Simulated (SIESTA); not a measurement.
FeO (Wuestite):

```xyz
2
Lattice="0.0000 2.1554 2.1554 2.1554 0.0000 2.1554 2.1554 2.1554 0.0000" Properties=species:S:1:pos:R:3 pbc="T T T"
Fe    0.0000    0.0000    0.0000
O     2.1554    2.1554    2.1554
```

Alike in all runs: program SIESTA 5.4.2; functional PBE; potentials or basis PseudoDojo 0.4 standard (PBE files); basis DZP (energy shift 0.003 Ry; two zetas on semicore shells); grid cutoff 800 Ry; energy shift 0.003 Ry; k mesh 8 × 8 × 8; occupations fermi-dirac, width 0.05 eV.

Starts and where they ended:

| start | free energy over the lowest (meV/atom) | net moment (μB) | site or absolute moments (μB) | gap |
| --- | --- | --- | --- | --- |
| collinear spin, ferromagnetic start of up to 3 μB | 0.0 | 4.00 | Fe +3.69; O +0.31 | none (metal or under the smearing width) |
| collinear spin, zero start | 837.9 | 0.00 | - | none (metal or under the smearing width) |
| non-collinear spin, random start of up to 2.68 μB | 0.0 | 4.00 | - | none (metal or under the smearing width) |
| collinear spin, fm_larger start of up to 4.5 μB | 0.0 | 4.00 | Fe +3.69; O +0.31 | none (metal or under the smearing width) |

The spin-polarised runs without a constraint all converged, yet they end up to 838 meV/atom apart: a converged run can sit in a state that isn't the lowest. A still lower state may exist.

Caveats: the basis of atomic orbitals isn't converged, which shifts pressures, moduli and gaps; semilocal functionals often make such compounds metallic where correlation or magnetic order opens a gap, which also shifts bond lengths; a cell with one magnetic atom can't hold antiferromagnetic order, which such compounds often take (some runs).
